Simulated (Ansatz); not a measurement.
Starting structure of a cell relaxation (symmetry kept):

Space group Fm-3m (No. 225). a = 4.950 Å, b = 4.950 Å, c = 4.950 Å, α = 90.00°, β = 90.00°, γ = 90.00°
```tsv
atom	site	symmetry	x	y	z
Pb	4a	m-3m	0.0000	0.0000	0.0000
```

Computed with DFT PBEsol, scalar-relativistic, plane waves, PAW in Ansatz.

Settings: cutoff 420 eV, Γ-centred mesh 14×14×14 on the computed 1-atom cell, Gaussian smearing of 0.10 eV; no spin polarisation.

**Question.** What does it relax to?

**Answer.** The volume drops by 0.30 Å³/atom to 30.03 Å³/atom, and the energy falls by 0.4 meV/atom. Final structure:
```cif
data_structure
_symmetry_space_group_name_H-M 'Fm-3m'
_symmetry_Int_Tables_number 225
_cell_length_a 4.9338
_cell_length_b 4.9338
_cell_length_c 4.9338
_cell_angle_alpha 90.000
_cell_angle_beta 90.000
_cell_angle_gamma 90.000
_cell_volume 120.10
loop_
_atom_site_label
_atom_site_type_symbol
_atom_site_symmetry_multiplicity
_atom_site_Wyckoff_symbol
_atom_site_fract_x
_atom_site_fract_y
_atom_site_fract_z
_atom_site_occupancy
Pb1 Pb 4 a 0.00000 0.00000 0.00000 1
```

Spin–orbit coupling is left out, which can shift energies with elements as heavy as these.